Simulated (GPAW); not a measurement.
A run of GPAW 26.7.0:

File run.py:

```python
import numpy as np
from ase.dft.bandgap import bandgap
from ase.io import read, write
from gpaw import GPAW, PW
from gpaw.response import ResponseContext, ResponseGroundStateAdapter
from gpaw.response.chiks import ChiKSCalculator
from gpaw.response.heisenberg import calculate_fm_magnon_energies
from gpaw.response.localft import LocalFTCalculator
from gpaw.response.mft import IsotropicExchangeCalculator
from gpaw.response.site_kernels import SphericalSiteKernels

atoms = read('TiCo.xyz')
atoms.set_initial_magnetic_moments([3.0, 2.0])

calc = GPAW(mode=PW(500),
            xc='LDA',
            kpts={'size': (7, 7, 7), 'gamma': True},
            occupations={'name': 'fermi-dirac', 'width': 0.05},
            nbands=23,
            convergence={'density': 0.0001},
            maxiter=150,
            txt='gpaw.txt')
atoms.calc = calc
energy = atoms.get_potential_energy()
calc.write('gs.gpw')
write('result.traj', atoms)
print(f'Energy: {energy:.6f} eV')
print('Moments:', calc.get_magnetic_moments().round(3))
print('Fermi level:', round(calc.get_fermi_level(), 4), 'eV')
print(f'Gap: {bandgap(calc)[0]:.4f} eV, direct: {bandgap(calc, direct=True)[0]:.4f} eV')

dense = calc.fixed_density(kpts={'size': (8, 8, 8), 'gamma': True},
                           nbands=35, convergence={'bands': 29, 'eigenstates': 1e-12},
                           update_fermi_level=True, maxiter=300, txt='dense.txt')
dense.write('dense.gpw', mode='all')

sites = [0, 1]
moments = calc.get_magnetic_moments()[sites]
q_qc = np.array([[0.0, 0.0, 0.0], [0.125, 0.0, 0.0], [0.25, 0.0, 0.0], [0.5, 0.0, 0.0], [0.125, 0.125, 0.0], [0.25, 0.25, 0.0], [0.5, 0.5, 0.0]])
gs = ResponseGroundStateAdapter.from_gpw_file('dense.gpw')
context = ResponseContext(txt='mft.txt')
chiks = ChiKSCalculator(gs, context, ecut=150, nbands=29, gammacentered=True)
exchange = IsotropicExchangeCalculator(chiks, LocalFTCalculator.from_rshe_parameters(gs, context))
kernels = SphericalSiteKernels(atoms.positions[sites], [[1.212] * len(sites)])
J_qab = np.array([exchange(q_c, kernels)[..., 0] for q_c in q_qc])
E_qn = calculate_fm_magnon_energies(J_qab, q_qc, moments)
np.savetxt('exchange.dat', np.c_[q_qc, 1000 * J_qab.real.reshape((len(q_qc), -1))], fmt='%.4f')
np.savetxt('magnons.dat', np.c_[q_qc, 1000 * E_qn.real], fmt='%.4f')
for q_c, E_n in zip(q_qc, E_qn):
    print(q_c.round(4), 'magnon energies (meV):', (1000 * E_n.real).round(2))
```

File TiCo.xyz:

```xyz
2
Lattice="2.9457531915 0.0000000000 0.0000000000 0.0000000000 2.9457531915 0.0000000000 0.0000000000 0.0000000000 2.9457531915" Properties=species:S:1:pos:R:3 pbc="T T T"
Co     1.4728765958      1.4728765958      1.4728765958
Ti     0.0000000000      0.0000000000      0.0000000000
```

Potentials or basis: the program's PAW data sets (release 1.2.1) made for this functional, pw.

Launch:

```bash
$ OMP_NUM_THREADS=1 python run.py
```

Hardware: 1 thread of Arm Neoverse V2, with other jobs on the host.

Q: Estimate the wall time of this run.

A: Run time: 2.9 min on 1 thread of Arm Neoverse V2 (shared host), peak memory 0.35 GiB. Counts: scf iterations 46, plane waves 663, bands 23, k points 20.
